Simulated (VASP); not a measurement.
# VASP 6.6.1 run: ZnSe

INCAR

```
SIGMA = 0.02
IBRION = -1
NBANDS = 16
LASPH = .TRUE.
ENCUT = 520
EDIFF = 1E-7
LREAL = .FALSE.
ISIF = 2
ISMEAR = -1
LCHARG = .FALSE.
METAGGA = MS2
NELM = 120
NSW = 0
LWAVE = .FALSE.
PREC = Accurate
```

KPOINTS

```
KPOINTS created by Atomic Simulation Environment
0
Gamma
3 3 3
0 0 0
```

POSCAR

```
Zn Se
 1.0000000000000000
     0.0000000000000000    2.8324206844000002    2.8040964774999999
     2.8324206844000002    0.0000000000000000    2.8040964774999999
     2.8324206844000002    2.8324206844000002    0.0000000000000000
 Zn  Se
   1   1
Cartesian
  0.0000000000000000  0.0000000000000000  0.0000000000000000
  1.4162103421999999  1.4162103421999999  1.4020482387499997
```

The recommended PBE PAW datasets give the neutral cell 18 valence electrons.

Command

```
mpirun -np 1 vasp_std
```

OSZICAR

```
N       E                     dE             d eps       ncg     rms          rms(c)
DAV:   1     0.772057264710E+02    0.77206E+02   -0.85065E+03   192   0.127E+03
DAV:   2    -0.119160098685E+02   -0.89122E+02   -0.83474E+02   216   0.239E+02
DAV:   3    -0.165340106636E+02   -0.46180E+01   -0.46036E+01   240   0.544E+01
DAV:   4    -0.165638403559E+02   -0.29830E-01   -0.29827E-01   256   0.513E+00
DAV:   5    -0.165639590663E+02   -0.11871E-03   -0.11871E-03   216   0.290E-01    0.624E+00
DAV:   6    -0.816304152869E+01    0.84009E+01   -0.63941E+00   192   0.697E+01    0.565E+00
DAV:   7    -0.815175946071E+01    0.11282E-01   -0.12630E+00   232   0.177E+01    0.272E+00
DAV:   8    -0.817839224794E+01   -0.26633E-01   -0.17064E-01   192   0.807E+00    0.748E-01
DAV:   9    -0.818886380656E+01   -0.10472E-01   -0.40559E-02   248   0.333E+00    0.227E-01
DAV:  10    -0.819240624612E+01   -0.35424E-02   -0.13007E-02   232   0.209E+00    0.248E-01
DAV:  11    -0.819080808453E+01    0.15982E-02   -0.26233E-03   248   0.119E+00    0.126E-01
DAV:  12    -0.819024195127E+01    0.56613E-03   -0.43869E-04   248   0.489E-01    0.496E-02
DAV:  13    -0.819001252691E+01    0.22942E-03   -0.12398E-04   248   0.188E-01    0.526E-03
DAV:  14    -0.819001485862E+01   -0.23317E-05   -0.13685E-05   224   0.261E-02    0.408E-03
DAV:  15    -0.819000435211E+01    0.10507E-04   -0.14843E-07   168   0.376E-03    0.264E-03
DAV:  16    -0.819001133938E+01   -0.69873E-05   -0.45530E-07   240   0.165E-02    0.866E-04
DAV:  17    -0.819001228939E+01   -0.95001E-06   -0.39594E-08   104   0.203E-03    0.309E-04
DAV:  18    -0.819001197655E+01    0.31283E-06   -0.14323E-08    96   0.292E-03    0.261E-04
DAV:  19    -0.819001228244E+01   -0.30589E-06   -0.17658E-09    96   0.100E-03    0.968E-05
DAV:  20    -0.819001230827E+01   -0.25825E-07   -0.32608E-10    96   0.324E-04
   1 F= -.81900123E+01 E0= -.81900123E+01  d E =-.178048E-11
```

From OUTCAR

```
k-points           NKPTS =      6   k-points in BZ     NKDIM =      6   number of bands    NBANDS=     16

   NELECT =      18.0000    total number of electrons

   dimension x,y,z NGX =    30 NGY =   30 NGZ =   30
   dimension x,y,z NGXF=    60 NGYF=   60 NGZF=   60

  energy-cutoff  :      520.00
  volume of cell :       44.99
      direct lattice vectors                 reciprocal lattice vectors
     0.000000000  2.832420684  2.804096477    -0.176527450  0.176527450  0.178310555
     2.832420684  0.000000000  2.804096477     0.176527450 -0.176527450  0.178310555
     2.832420684  2.832420684  0.000000000     0.176527450  0.176527450 -0.178310555

 k-points in reciprocal lattice and weights: KPOINTS created by Atomic Simulation Env
   0.00000000  0.00000000  0.00000000       0.037
   0.33333333 -0.00000000  0.00000000       0.296
   0.33333333  0.33333333  0.00000000       0.074
  -0.33333333  0.33333333  0.00000000       0.148
   0.33333333  0.00000000  0.33333333       0.148
  -0.33333333  0.00000000  0.33333333       0.296

 E-fermi :   2.0524

 k-point     1 :       0.0000    0.0000    0.0000
  band No.  band energies     occupation
      1     -12.0133      2.00000
      2      -5.0355      2.00000
      3      -5.0354      2.00000
      4      -5.0305      2.00000
      5      -4.6211      2.00000
      6      -4.6195      2.00000
      7       1.5355      2.00000
      8       1.5355      2.00000
      9       1.5709      2.00000
     10       3.2535      0.00000
     11       7.5957      0.00000
     12       7.6051      0.00000
     13       7.6053      0.00000
     14      11.6891      0.00000
     15      13.2735      0.00000
     16      13.4541      0.00000

 k-point     2 :       0.3333   -0.0000    0.0000
  band No.  band energies     occupation
      1     -11.4176      2.00000
      2      -4.9586      2.00000
      3      -4.9532      2.00000
      4      -4.8659      2.00000
      5      -4.6149      2.00000
      6      -4.6134      2.00000
      7      -2.5664      2.00000
      8       0.8160      2.00000
      9       0.8665      2.00000
     10       4.5627      0.00000
     11       8.2486      0.00000
     12       8.3122      0.00000
     13       9.3870      0.00000
     14      12.1475      0.00000
     15      12.9133      0.00000
     16      12.9240      0.00000

 k-point     3 :       0.3333    0.3333    0.0000
  band No.  band energies     occupation
      1     -11.2073      2.00000
      2      -5.0342      2.00000
      3      -4.8458      2.00000
      4      -4.8457      2.00000
      5      -4.6185      2.00000
      6      -4.5818      2.00000
      7      -2.2123      2.00000
      8      -0.2823      2.00000
      9      -0.2822      2.00000
     10       5.0722      0.00000
     11       5.6964      0.00000
     12      10.8659      0.00000
     13      11.2020      0.00000
     14      11.2022      0.00000
     15      14.8450      0.00000
     16      17.2132      0.00000

 ...

  Total        0.3859869      0.3859869      0.5011357      0.0000000      0.0000000      0.0000000
  in kB       13.7449968     13.7449968     17.8454480      0.0000000      0.0000000      0.0000000
  external PRESSURE =      15.1118138 kB  Pullay stress =       0.0000000 kB

 POSITION                                       TOTAL-FORCE (eV/Angst)
 -----------------------------------------------------------------------------------
      0.00000      0.00000      0.00000         0.000000      0.000000      0.000000
      1.41621      1.41621      1.40205        -0.000000     -0.000000     -0.000000
 -----------------------------------------------------------------------------------
    total drift:                               -0.000086     -0.000086      0.000020

  FREE ENERGIE OF THE ION-ELECTRON SYSTEM (eV)
  ---------------------------------------------------
  free  energy   TOTEN  =        -8.1900123083 eV

  energy  without entropy=       -8.1900123083  energy(sigma->0) =       -8.19001231
```

It converged. Results: gap between bands v and c on the k mesh 1.68 eV; least direct gap on the k mesh 1.68 eV; pressure 1.5 GPa. Band v is the last that the valence electrons fill when counted band by band, and c is the next.

For comparison, a separate PBE run of the intended cell, on usual settings and not on those above, gives a gap of 1.31 eV on its mesh and a pressure of 3.1 GPa.

The run above took about 28 s on one core of a shared host (Intel Xeon Platinum 8488C) and held 0.17 GiB at most.
